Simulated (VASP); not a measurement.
Crystal: HfO2.

```
Hf O
1.0
     3.55091    0.00000    0.00000
     0.00000    3.55091    0.00000
     0.00000    0.00000    5.12937
Hf O
2 4
Cartesian
  1.7755 1.7755 2.5647
  0.0000 0.0000 0.0000
  0.0000 1.7755 3.6031
  1.7755 3.5509 4.0909
  1.7755 0.0000 1.5262
  0.0000 1.7755 1.0384
```

Measurements of this composition are mostly on another form, of space group No. 14.

Base run:

```yaml
Program: VASP 6.6.1
Functional: r2SCAN
Potentials_or_basis: VASP PAW PBE potentials, release 64 (Hf_pv, O)
Cutoff: 520 eV
k_mesh: 6 × 6 × 6
Occupations: gaussian, width 0.02 eV
Spin: no spin polarisation
```

Its results: band gap on the k mesh 5.24 eV, indirect (least direct gap 5.34 eV); pressure 2.2 GPa.

The run is repeated on the same cell with these changes: functional from r2SCAN to PBEsol; potentials or basis from VASP PAW PBE potentials, release 64 (Hf_pv, O) to VASP PAW PBE potentials, release 64 (Hf_pv, O_h); cutoff from 520 eV to 900 eV. What comes out?

Band gap on the k mesh 4.59 eV, indirect (least direct gap 4.68 eV); pressure -0.3 GPa.

Caveats: the PAW data sets were made with another functional, which shifts forces and pressure a little; spin-orbit coupling is left out, which moves the levels of the heavy elements; the cutoff is under 1.25 times the usual one of these potentials, so pressure, stress and relaxed cells hold a basis-set (Pulay) error (some runs).

A k mesh can miss the band edges.
